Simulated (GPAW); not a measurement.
Crystal: ZnS.

```
Zn S
1.0
     0.00000    2.70200    2.70200
     2.70200    0.00000    2.70200
     2.70200    2.70200    0.00000
Zn S
1 1
Direct
  0.25000 0.25000 0.25000
  0.00000 0.00000 0.00000
```

Base run:

```yaml
Program: GPAW 26.7.0
Functional: mBEEF
Potentials_or_basis: GPAW PAW data sets (gpaw-data 1.2.1)
Cutoff: 600 eV
Basis: pw
k_mesh: 7 × 7 × 7
Occupations: fermi-dirac, width 0.05 eV
Spin: no spin polarisation
```

Its results: band gap on the k mesh 2.94 eV, direct.

**Question.** The run is repeated on the same cell with these changes: functional from mBEEF to BEEF-vdW. What comes out?

**Answer.** Band gap on the k mesh 2.32 eV, direct.

Not every run made on this cell is shown here.
